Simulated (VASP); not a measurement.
Here is a VASP 6.6.1 calculation.

Contents of POSCAR:

```
InP
1.0
    0.0000000000      2.9538133483      2.9538133483
    2.9538133483      0.0000000000      2.9538133483
    2.9538133483      2.9538133483      0.0000000000
In P
1 1
Direct
    0.0000000000      0.0000000000      0.0000000000
    0.2500000000      0.2500000000      0.2500000000
```

INCAR.step1

```
  PREC = Accurate
  ENCUT = 520
  EDIFF = 1E-5
  ISMEAR = 0
  SIGMA = 0.01
  LREAL = F
  LASPH = T
  NELM = 100
  ALGO = Normal
  ISIF = 2
  LWAVE = T
  LCHARG = F
  NBANDS = 16
  GGA = PE
```

The input INCAR.step2:

```
  PREC = Accurate
  ENCUT = 520
  EDIFF = 1E-7
  ISMEAR = 0
  SIGMA = 0.01
  LREAL = F
  LASPH = T
  NELM = 100
  ALGO = Normal
  ISIF = 2
  LWAVE = F
  LCHARG = F
  GGA = PE
  LHFCALC = T
  HFSCREEN = 0.2079
  PRECFOCK = Normal
  NBANDS = 16
  ISTART = 1
```

KPOINTS

```
Automatic mesh
0
Gamma
  6 6 6
```

Potentials or basis: VASP PAW PBE potentials, release 64 (In_d, P).

Command:

```sh
$ cat potpaw_PBE.64/In_d/POTCAR potpaw_PBE.64/P/POTCAR > POTCAR
$ cp INCAR.step1 INCAR
$ mpirun -np 1 vasp_std > vasp.out
$ cp INCAR.step2 INCAR
$ mpirun -np 1 vasp_std > vasp.out
```

What does it give for the pressure?

-0.3 GPa.

What does it give for the band gap on the k mesh?

1.35 eV.

Caveat: the PAW data sets were made with another functional, which shifts forces and pressure a little; spin-orbit coupling is left out, which moves the levels of the heavy elements.

**Experimental background.**

From a printed reference work, data compilation, for a bulk crystal of InP at 1.6 K: band gap 1.4236 eV (direct).

A measured gap of InP is 1.4236 eV (direct; 1.6 K; a printed reference work, data compilation); the calculated 1.35 eV misses it by -0.07 eV. Spin-orbit coupling on In is left out. The value is that of HSE06, without temperature or zero-point motion.
